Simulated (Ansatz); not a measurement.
Which YAML input does this script hand to the engine? (the Python package of Ansatz (0.2.0))

Script `pbs.py`:
```python
# -*- coding: utf-8 -*-
"""Bands of PbS along a path through the zone."""

from dataclasses import dataclass

import ansatz as az
import numpy as np


@dataclass(frozen=True)
class Settings:
    filling: str = "fixed"
    mesh: tuple[int, ...] = (6, 6, 1)
    extra_bands: int = 6


opts = Settings()

xtal = (
    az.Lattice.of([2.982824, -2.985307, 0.0], [2.982824, 2.985307, 0.0], [-2.098328, 0.0, 22.206672])
    .atom("Pb", [0.732561, 0.722117, 0.935698])
    .atom("Pb", [0.277883, 0.267439, 0.064302])
    .atom("S", [0.245946, 0.21579, 0.944373])
    .atom("S", [0.78421, 0.754054, 0.055627])
)

# high-symmetry points in fractions of the reciprocal vectors
path = [
    ("I", (-0.5037, -0.4963, 0.5)),
    ("M_2", (-0.5, -0.5, 0.5)),
    ("G", (0.0, 0.0, 0.0)),
    ("Y", (-0.5, 0.5, 0.0)),
]
model = (
    xtal.calculation()
    .functional(az.Functional.PBESOL)
    .occupations(opts.filling)
    .kpoints(*opts.mesh)
    .band_structure([point for _, point in path], intervals=4)
    .scf(extra_bands=opts.extra_bands)
    .density()
)
history = []
result = model.session().plan().execute(on_event=lambda event: history.append(event["data"]["dr2_ev"]) if event["event"] == "scf_iter" else None)
r = result.report
print("density residual by iteration (eV):", " ".join(f"{value:.1e}" for value in history[:40]))

energy = r["free_energy_ev"]
print("F of the PbS cell: {:.6f} eV = {:.6f} Ry = {:.6f} Ha".format(energy, energy / 13.605693, energy / 27.211386))
print("Fermi level {:.4f} eV, {} k-points, {} symmetry operations".format(r["fermi_energy_ev"], r["n_kpoints"], r["n_symmetry_ops"]))

rho = result.density()
total = sum(ch.density_e_per_ang3 for ch in rho.channels[:2]) if len(rho.channels) < 3 else rho.channels[0].density_e_per_ang3
print("grid", rho.dims, "electrons", round(float(total.mean() * rho.cell_volume_ang3), 4))
profile = total.mean(axis=(0, 2))
print("planar average along grid axis 1 (e/A^3):")
print(np.array2string(profile[:: max(len(profile) // 16, 1)], precision=4))

bands = result.band_structure()
fermi = bands.fermi_energy_ev
print(f"zero of the bands: {fermi:.3f} eV, the Fermi level found on the SCF mesh")
levels = bands.channels[0].eigenvalues_ev - fermi
filled = round(r["n_electrons"]) // 2
valence, conduction = levels[:, filled - 1], levels[:, filled]
print("k (fractions)              top valence  bottom conduction (eV)")
for k, lo, hi in zip(bands.kpoints_frac, valence, conduction):
    print(f"{k[0]:7.3f} {k[1]:7.3f} {k[2]:7.3f} {lo:12.3f} {hi:13.3f}")
print(f"on this path: least direct gap {np.min(conduction - valence):.3f} eV, least gap {conduction.min() - valence.max():.3f} eV")
```

Output of `python pbs.py`:
```text
DeckWarning: basis.ecutwfc = 420 eV, auto-derived from the records' recommended cutoffs: set by Pb (normal level)
density residual by iteration (eV): 3.9e-02 3.9e-03 7.3e-04 6.7e-05 1.2e-05 5.0e-07 1.8e-08
F of the PbS cell: -25281.449562 eV = -1858.152287 Ry = -929.076143 Ha
Fermi level -1.5043 eV, 13 k-points, 2 symmetry operations
grid (30, 30, 150) electrons 40.0
planar average along grid axis 1 (e/A^3):
[0.0472 0.0518 0.0619 0.077  0.0961 0.1175 0.1387 0.1556 0.1624 0.1551
 0.1355 0.1098 0.0847 0.0653 0.0542 0.0519 0.0584 0.0734 0.0955 0.1212
 0.1446 0.1596 0.1618 0.1513 0.1324 0.11   0.088  0.0692 0.0558 0.0484]
zero of the bands: -1.504 eV, the Fermi level found on the SCF mesh
k (fractions)              top valence  bottom conduction (eV)
 -0.504  -0.496   0.500       -1.300         4.272
 -0.503  -0.497   0.500       -1.300         4.272
 -0.502  -0.498   0.500       -1.300         4.272
 -0.501  -0.499   0.500       -1.300         4.272
 -0.500  -0.500   0.500       -1.300         4.272
 -0.375  -0.375   0.375       -1.115         3.278
 -0.250  -0.250   0.250       -0.061         2.313
 -0.125  -0.125   0.125       -0.173         2.280
  0.000   0.000   0.000       -0.067         2.108
 -0.125   0.125   0.000       -0.173         2.281
 -0.250   0.250   0.000       -0.069         2.315
 -0.375   0.375   0.000       -1.102         3.281
 -0.500   0.500   0.000       -1.300         4.272
on this path: least direct gap 2.176 eV, least gap 2.169 eV
```
(Warnings from the package without file and line.)

`input.yaml`:
```yaml
crystal:
  lattice:
    - [2.982824, -2.985307, 0.0]
    - [2.982824, 2.985307, 0.0]
    - [-2.098328, 0.0, 22.206672]
  atoms:
    - { symbol: Pb, position: [0.732561, 0.722117, 0.935698] }
    - { symbol: Pb, position: [0.277883, 0.267439, 0.064302] }
    - { symbol: S, position: [0.245946, 0.21579, 0.944373] }
    - { symbol: S, position: [0.78421, 0.754054, 0.055627] }
kpoints:
  mp_grid: { grid: [6, 6, 1] }
  band_path:
    path:
      - [-0.5037, -0.4963, 0.5]
      - [-0.5, -0.5, 0.5]
      - [0.0, 0.0, 0.0]
      - [-0.5, 0.5, 0.0]
    npoints: 4
hamiltonian:
  xc: pbesol
scf:
  n_extra_bands: 6
  occupations: { method: fixed }
output:
  write_density: true
```

The program run on that file:
```console
$ ansatz run input.yaml --threads 1 --pin off --max-ram 3072MiB --backend cpu --events-out ev --progress --plain --runs-dir out
scf.n_extra_bands = 6 over 20 filled bands (N_el = 40.0): the run solves 26 bands
Engine: ansatz 0.2.0, x86_64-unknown-linux-gnu
Pseudopotentials: kind: paw
Pseudopotential: Pb, paw, valence charge 14, recommended cutoff 420 eV (normal), Pb.paw.azcp
Pseudopotential: S, paw, valence charge 6, recommended cutoff 420 eV (normal), S.paw.azcp
Functional definition: PBEsol
  exchange = pbesol_x
  correlation = pbesol_c
Crystal: 4 atoms, lattice volume = 395.485 Å³
Basis set: ecut = 420 eV, 7635 PW (Γ)
Bands: 26, of which v1, the nominal top of the filled ones, is band 20 counted from 1 (19 counted from 0)
Symmetry: 2 space group operations
Space group: C2 (ITA 5), of the structure as read, at distance tolerance 7.3e-5 Å
k-points: 13 of 36 (time reversal used)
Non-local potential: Pb, projectors of the file, l = 0: 2, l = 1: 2, l = 2: 2, l = 3: 2
Non-local potential: S, projectors of the file, l = 0: 2, l = 1: 2, l = 2: 2
PAW form: soft (Blöchl's): semilocal exchange-correlation on the pseudo side does not see the compensation charge
PAW frozen core: Pb, regenerated for the run's functional, and the local potential with it (the file was generated under x = pbe(κ = 0.804, μ = 0.2195149727645171), c = pbe(β = 0.06672455060314922))
PAW frozen core: S, regenerated for the run's functional, and the local potential with it (the file was generated under x = pbe(κ = 0.804, μ = 0.2195149727645171), c = pbe(β = 0.06672455060314922))
PAW one-centre angular grid: Pb, 590 points (default); XC on 64 Gauss nodes
PAW one-centre angular grid: S, 110 points (default); XC on 64 Gauss nodes
Initial density: superposition of atomic densities (neutral atoms: chi_scale 0, normalization atom), corrected by the library's trained network
Initial wavefunctions: pseudopotential atomic-orbital guess
Functional: x = pbesol(κ = 0.804, μ = 0.12345679012345678), c = pbesol(β = 0.046)
SCF iter   1: F=—  HF=-25281.455631 eV  |F-HF|=—  |Δ(HF+E_count)|=         —  Δρ=1.99e-3  dr2=3.89e-2  ethr=1.77e-3  ⟨swp⟩=4.8  Hψ=1380  notcnv=0  defer=48
preconditioner: auto → Resta (q_TF=auto, 1.862 Å⁻¹)  ε∞=1.7  [insulator: Δε(μ)=2.026 eV  Ē_g=14.292 eV  n_scr=44 (ndim 8)  ℏωp=11.8 eV  f_vac=0.687  ε∞_Penn≈1.7  vacuum switching on, ρ_ref=1.5e-2 e/Å³]
SCF iter   2: F=—  HF=-25281.450031 eV  |F-HF|=—  |Δ(HF+E_count)|=   5.60e-3  Δρ=7.25e-4  dr2=3.92e-3  ethr=9.73e-5  ⟨swp⟩=3.2  Hψ=591  notcnv=0  defer=52
SCF iter   3: F=—  HF=-25281.449602 eV  |F-HF|=—  |Δ(HF+E_count)|=   4.29e-4  Δρ=2.98e-4  dr2=7.27e-4  ethr=9.81e-6  ⟨swp⟩=3.5  Hψ=612  notcnv=0  defer=52
SCF iter   4: F=—  HF=-25281.449595 eV  |F-HF|=—  |Δ(HF+E_count)|=   7.30e-6  Δρ=8.96e-5  dr2=6.65e-5  ethr=1.82e-6  ⟨swp⟩=3.1  Hψ=599  notcnv=0  defer=52
SCF iter   5: F=—  HF=-25281.449559 eV  |F-HF|=—  |Δ(HF+E_count)|=   3.56e-5  Δρ=4.04e-5  dr2=1.24e-5  ethr=1.66e-7  ⟨swp⟩=2.2  Hψ=574  notcnv=0  defer=47
SCF iter   6: F=—  HF=-25281.449561 eV  |F-HF|=—  |Δ(HF+E_count)|=   2.13e-6  Δρ=1.09e-5  dr2=5.02e-7  ethr=3.11e-8  ⟨swp⟩=2.0  Hψ=403  notcnv=0  defer=47
SCF iter   7: F=-25281.449562 eV  HF=-25281.449562 eV  |F-HF|=5.03e-8  |Δ(HF+E_count)|=   5.77e-7  Δρ=2.34e-6  dr2=1.81e-8  ethr=2.50e-10  ⟨swp⟩=12.6  Hψ=1914  notcnv=0
SCF 1 converged in 7 iterations: F = -25281.449562 eV  dr2 = 1.81e-8
  greatest PAW one-centre occupation: 0.981 electrons in one spin orbital (limit 2), on the Pb atom at site 1 (counted from 0), in its partial waves of l = 2
NSCF: frozen V_eff on 13 k-points
SCF converged after 7 iterations
Free energy (F): -25281.449562 eV
Harris-Foulkes:  -25281.449562 eV  (|F-HF|=5.03e-8)
Internal energy: -25281.449562 eV  (E = F + TS)
E sigma→0 (E₀):  -25281.449562 eV
Fermi energy:    -1.504267 eV
--- Per-component energies (eV) ---
  E_band       = -472.198165
  E_kinetic    = 786.470464
  E_local      = -20434.756443  (includes V_loc(G=0)·N_el)
  E_nonlocal   = 761.633447
  E_hartree    = 9764.288573
  E_xc         = -629.513215
  E_vxc        = -438.828516  (∫ρ·V_xc dr)
  E_paw        = -21676.579509  (= ΣΔE_a)
  E_vpaw       = -675.291205  (= ΣTr[D̂ρ^β])
  E_aug_tail   = 0.000097  (compensation charges beyond the density's cutoff)
  E_ewald      = 6146.758893
  E_core_change = 0.248132  (= ΣΔE_core)
  E_smearing   = -0.000000  (= −TS)
  E_closure    = 0.000000  (closes the sum)
  Σ components = -25281.449562   (vs F -25281.449562, Δ=0.00e0)
--- Band table (eV; the first three rows and the last of 13) ---
  k-point 0: bands = ["-17.5933", "-17.4772", "-17.4663", "-17.4599", "-17.4395", "-17.4363", "-17.4358", "-17.4208", "-17.3947", "-17.3943", "-14.1084", "-12.5417", "-8.4483", "-6.8722", "-4.5348", "-3.9108", "-3.9080", "-2.7611", "-2.7603", "-1.5717", "0.6042", "2.6398", "3.3563", "3.3719", "3.4499", "3.8307"]
  k-point 1: bands = ["-17.5776", "-17.4689", "-17.4685", "-17.4515", "-17.4469", "-17.4421", "-17.4357", "-17.4195", "-17.4006", "-17.3948", "-13.9521", "-12.5161", "-8.7615", "-7.3630", "-4.3578", "-3.6916", "-3.6110", "-2.6021", "-2.3218", "-1.6923", "0.7513", "2.2867", "2.8674", "3.0061", "3.1991", "3.5696"]
  k-point 2: bands = ["-17.5423", "-17.4817", "-17.4603", "-17.4571", "-17.4521", "-17.4387", "-17.4289", "-17.4134", "-17.4105", "-17.3981", "-13.5193", "-12.5745", "-9.2050", "-8.3113", "-3.8644", "-3.1069", "-3.0073", "-2.3037", "-2.0180", "-1.5043", "0.6689", "1.2524", "1.7956", "1.8891", "2.6229", "2.9798"]
  k-point 12: bands = ["-17.5810", "-17.5806", "-17.4570", "-17.4570", "-17.4383", "-17.4377", "-17.4001", "-17.3989", "-17.3983", "-17.3975", "-12.5087", "-12.5082", "-8.2165", "-8.2030", "-5.5938", "-5.5772", "-4.1451", "-4.1415", "-2.8123", "-2.8044", "2.7674", "2.7842", "3.6574", "3.6602", "4.0626", "4.0767"]
```

Reading the output:
- Total energies depend on the potentials; only differences at equal settings carry meaning. A total without «per atom» is that of the cell as typed.
- Spin-orbit coupling, left out here, can change this gap by several tenths of an eV, and inverted bands can meet off the mesh.
- The cell holds layers, chains or clusters in vacuum, no bulk phase.
- The computed bands are complete only to about 3.7 eV above the Fermi level.
- With fixed filling the reported Fermi level is the top filled level among the k-points of the SCF.
- An absolute Fermi energy rests on an arbitrary zero of the periodic potential and has no direct meaning.
- Legs of the path along the vacuum direction only repeat the in-plane bands.
- Densities and potentials on the grid are those of the valence electrons, and inside the cores they hang on the potentials used.
- This cell is a computed structure, which may not be the phase found in nature.
- Gaps and levels are Kohn-Sham values on a finite set of k-points, without spin-orbit coupling.
- Processor time in the engine: 13 s on 1 thread of Intel(R) Xeon(R) Processor @ 2.30GHz, with other jobs on the host, peak memory 0.65 GiB.
